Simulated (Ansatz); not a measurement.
**TiAl$_{3}$ (Pm-3m), work and stress of cleavage**

The calculation used Ansatz 0.2.0, DFT r2SCAN, scalar-relativistic, plane waves, PAW. Settings: plane waves to 500 eV, k-mesh 12×12×4 (Γ-centred), Gaussian smearing 0.15 eV. No spin polarisation. Energies are free energies at this smearing, counted from the undisturbed cell; pressure is positive in compression.

The undisturbed cell (relaxed at this level; this form isn't the usual structure):

```yaml
crystal:
  lattice:
    - [0.00000, -3.95567, 0.00000]
    - [0.00000, 0.00000, -3.95567]
    - [11.86701, 0.00000, 0.00000]
  atoms:
    - { symbol: Ti, position: [0.00000, 0.00000, 0.91665] }
    - { symbol: Ti, position: [0.00000, 0.00000, 0.24998] }
    - { symbol: Ti, position: [0.00000, 0.00000, 0.58332] }
    - { symbol: Al, position: [0.50000, 0.00000, 0.08332] }
    - { symbol: Al, position: [0.50000, 0.00000, 0.41665] }
    - { symbol: Al, position: [0.50000, 0.00000, 0.74998] }
    - { symbol: Al, position: [0.00000, 0.50000, 0.08332] }
    - { symbol: Al, position: [0.00000, 0.50000, 0.41665] }
    - { symbol: Al, position: [0.00000, 0.50000, 0.74998] }
    - { symbol: Al, position: [0.50000, 0.50000, 0.91665] }
    - { symbol: Al, position: [0.50000, 0.50000, 0.24998] }
    - { symbol: Al, position: [0.50000, 0.50000, 0.58332] }
```

The cut lies on the cell's a–b face, a (1 0 0) plane (indices in the standard cell, whose axes needn't be the Cartesian ones shown) of area 15.65 Å², between layers 1.98 Å apart. Vector c is lengthened by d along the normal with the atoms' Cartesian places fixed: one unrelaxed cut a cell. The traction is positive where the two halves pull on each other.

| d (Å) | energy (J/m²) | traction (GPa) |
| --- | --- | --- |
| -0.30 | 0.49 | -36.2 |
| 0.00 | 0.00 | 0.0 |
| 0.25 | 0.22 | 15.9 |
| 0.50 | 0.71 | 22.2 |
| 1.00 | 1.81 | 18.9 |
| 2.00 | 2.91 | 5.5 |
| 3.00 | 3.20 | 1.4 |
| 6.00 | 3.30 | 0.0 |

Problem. What are the work of separation and the cleavage stress, and do they fit the universal binding curve?

Solution. The energy levels off near W ≈ 3.30 J/m² (the traction is down to 0.0 GPa), the energy of the two unrelaxed faces, 1.65 J/m² each on average. The largest sampled traction is 22.2 GPa at d = 0.50 Å, and a parabola through it and its two neighbours peaks at σ_max ≈ 23.5 GPa, d ≈ 0.67 Å. The curve E = W[1 − (1 + d/ℓ)exp(−d/ℓ)] peaks in traction at d = ℓ with σ_max = W/(eℓ); with 1 J/m² per Å = 10 GPa this W and σ_max give ℓ = 0.52 Å. A parabola through that curve at the same three d peaks at 0.60 Å, against 0.67 Å here, a fair fit. Real crystals break at far lower stress, because cracks concentrate it, and on the plane of lowest W, which needn't be this one.

The cut is rigid; relaxing the faces lowers these energies and usually the stresses.

In a metal these slopes depend on the k mesh and the smearing.

Cost: 8 runs of about 18 core-minutes in all, on Intel Xeon Platinum 8259CL (Skylake/Cascade Lake) (shared hosts).